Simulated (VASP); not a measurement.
Input of a VASP 6.6.1 run:

INCAR

```
SYSTEM = ZnS
PREC     = Accurate       ! precision mode
ENCUT    = 520            ! plane-wave cutoff, eV
EDIFF    = 1E-7           ! SCF threshold, eV
ISMEAR   = 0              ! smearing method
SIGMA    = 0.03           ! smearing width, eV
LREAL    = .False.        ! projectors in reciprocal space
LASPH    = .True.         ! aspherical terms in the spheres
NELM     = 80             ! most SCF steps
ALGO     = Fast           ! electronic algorithm
ISIF     = 2              ! what is computed and relaxed
LWAVE    = .False.        ! write WAVECAR
LCHARG   = .False.        ! write CHGCAR
GGA      = CA             ! functional
NBANDS   = 16             ! bands
```

KPOINTS

```
regular mesh
0
Gamma
  10 10 10
  0 0 0
```

Contents of POSCAR:

```
ZnS                                     
1.0
    0.0000000000      2.6803314388      2.6803314388
    2.6803314388      0.0000000000      2.6803314388
    2.6803314388      2.6803314388      0.0000000000
  Zn              S             
     1     1
Direct
     0.2500000000000000    0.2500000000000000    0.2500000000000000
     0.0000000000000000    0.0000000000000000    0.0000000000000000
```

The input KPOINTS_OPT:

```
explicit points
202
Reciprocal
 0.0000000000  0.0000000000  0.0000000000 1
 0.0555555556  0.0000000000  0.0555555556 1
 0.1111111111  0.0000000000  0.1111111111 1
 0.1666666667  0.0000000000  0.1666666667 1
 0.2222222222  0.0000000000  0.2222222222 1
 0.2777777778  0.0000000000  0.2777777778 1
[... 194 lines left out ...]
 0.5106428600  0.0212857300  0.5106428600 1
 0.4893571400 -0.0212857300  0.4893571400 1
```

Potentials or basis: VASP PAW LDA potentials, release 64 (Zn, S).

Launch:

```sh
$ cat potpaw_LDA.64/Zn/POTCAR potpaw_LDA.64/S/POTCAR > POTCAR
$ mpirun -np 1 vasp_std > vasp.out
```

Task: Estimate the band gap along the path.

Result: 2.00 eV, direct.

Task: Predict the pressure.

Result: -2.6 GPa.

Task: Estimate the band gap on the k mesh.

Result: 2.00 eV, direct.

Levels at the corners of the path, in eV from the valence-band top:
```
point  band 7  band 8  band 9  band 10  band 11  band 12
    Γ    0.00    0.00    0.00     2.00     6.24     6.24
    X   -4.76   -2.34   -2.34     3.14     3.90    10.89
    X   -4.76   -2.34   -2.34     3.14     3.90    10.89
    W   -4.79   -2.92   -2.87     5.53     6.04     7.74
    W   -4.79   -2.92   -2.87     5.53     6.04     7.74
    K   -4.82   -3.30   -1.90     3.91     5.88     9.27
    K   -4.82   -3.30   -1.90     3.91     5.88     9.27
    Γ    0.00    0.00    0.00     2.00     6.24     6.24
    Γ    0.00    0.00    0.00     2.00     6.24     6.24
    L   -5.54   -0.91   -0.91     3.16     6.78     6.78
    L   -5.54   -0.91   -0.91     3.16     6.78     6.78
    U   -4.82   -3.30   -1.90     3.91     5.88     9.27
    U   -4.82   -3.30   -1.90     3.91     5.88     9.27
    W   -4.79   -2.92   -2.87     5.53     6.04     7.74
    W   -4.79   -2.92   -2.87     5.53     6.04     7.74
    L   -5.54   -0.91   -0.91     3.16     6.78     6.78
    L   -5.54   -0.91   -0.91     3.16     6.78     6.78
    K   -4.82   -3.30   -1.90     3.91     5.88     9.27
    U   -4.82   -3.30   -1.90     3.91     5.88     9.27
    X   -4.76   -2.34   -2.34     3.14     3.90    10.89
```

**The experiment to reproduce.**

“Electronic, vibrational, and thermodynamic properties of ZnS (zincblende and rocksalt structure)”, 2009, arxiv:0911.5022 quotes, for a bulk crystal of ZnS at 19 K: band gap 3.85 eV (direct).

Measured gap of ZnS: 3.85 eV (direct; 19 K; quoted in “Electronic, vibrational, and thermodynamic properties of ZnS (zincblende and rocksalt structure)”, 2009, arxiv:0911.5022). This calculation gives 2.00 eV (-1.85 eV). The value is that of LDA, without temperature or zero-point motion. Semilocal functionals fall short of measured gaps as a rule.
